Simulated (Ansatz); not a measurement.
## TiO2: band structure with RPBE

TiO2:

```xyz
9
Lattice="2.9683 0.0000 0.0000 0.0002 4.7076 0.0000 1.4836 0.2424 7.0835" Properties=species:S:1:pos:R:3 pbc="T T T"
Ti    0.0111    0.0020    0.0050
Ti    1.4933    2.3377    2.2452
Ti    2.9797    2.6161    4.8486
O     1.4969    0.9041    0.9105
O     2.9795    1.5111    3.2009
O     1.4967    1.6498    5.7110
O     2.9804    3.3042    1.3825
O     1.4963    3.4427    3.8925
O     2.9811    4.0496    6.1826
```

The cell comes from a database or a generator and needn't be the stable form of this composition.

```json
{"Program": "Ansatz 0.2.0", "Task": "band structure", "Functional": "RPBE", "Potentials or basis": "Ansatz PAW", "Cutoff": "420 eV (not typed: the program's choice for these potentials)", "k mesh": "9 × 6 × 4", "Occupations": "fermi-dirac, width 0.05 eV", "Spin": "no spin polarisation", "Path": "[[\"X\", \"G\", \"Y\"], [\"L\", \"G\", \"Z\"], [\"N\", \"G\", \"M\"], [\"R\", \"G\"]]", "Points for each segment of the path": "10"}
```

```yaml
Pressure: 8.4 GPa
Largest_force: 0.316 eV/Å
Band_gap_on_the_k_mesh: 2.30 eV, indirect (least direct gap 2.36 eV)
Band_gap_along_the_path: 2.30 eV, indirect (least direct gap 2.34 eV)
```

Forces in eV/Å, atoms in the order of the input:
```
Ti   0.001 -0.002  0.002
Ti   0.004  0.044  0.069
Ti   0.001 -0.041 -0.073
O   -0.001  0.007  0.060
O    0.007 -0.312  0.049
O   -0.003 -0.071 -0.007
O    0.000  0.069  0.006
O   -0.004  0.311 -0.047
O   -0.005 -0.006 -0.059
```

Stress tensor (GPa, compression positive):
```
 8.43 -0.02  0.01
-0.02  8.52 -0.07
 0.01 -0.07  8.35
```

Levels at the corners of the path, in eV from the valence-band top:
```csv
point,band 34,band 35,band 36,band 37,band 38,band 39
X,-0.83,-0.29,-0.15,2.43,2.69,2.85
Γ,-0.36,-0.27,-0.06,2.30,2.69,2.84
Y,-0.92,-0.85,-0.75,2.38,2.74,2.82
L,-0.74,-0.70,-0.26,2.36,2.61,2.70
Γ,-0.36,-0.27,-0.06,2.30,2.69,2.84
Z,-0.76,-0.67,-0.58,2.46,2.60,3.02
N,-0.75,-0.67,-0.58,2.46,2.60,3.02
Γ,-0.36,-0.27,-0.06,2.30,2.69,2.84
M,-1.28,-1.15,-1.04,2.58,2.66,3.25
R,-1.28,-1.15,-1.04,2.58,2.66,3.25
Γ,-0.36,-0.27,-0.06,2.30,2.69,2.84
```

Run time: 23 s on 4 threads of Arm Neoverse V2, on a shared host, peak memory 0.72 GiB.

Caveat: the pressure holds a Pulay correction of +0.6 GPa for the finite cutoff; the PAW data sets come from PBE, with cores solved anew for the run's functional, which leaves a small shift of forces and pressure.
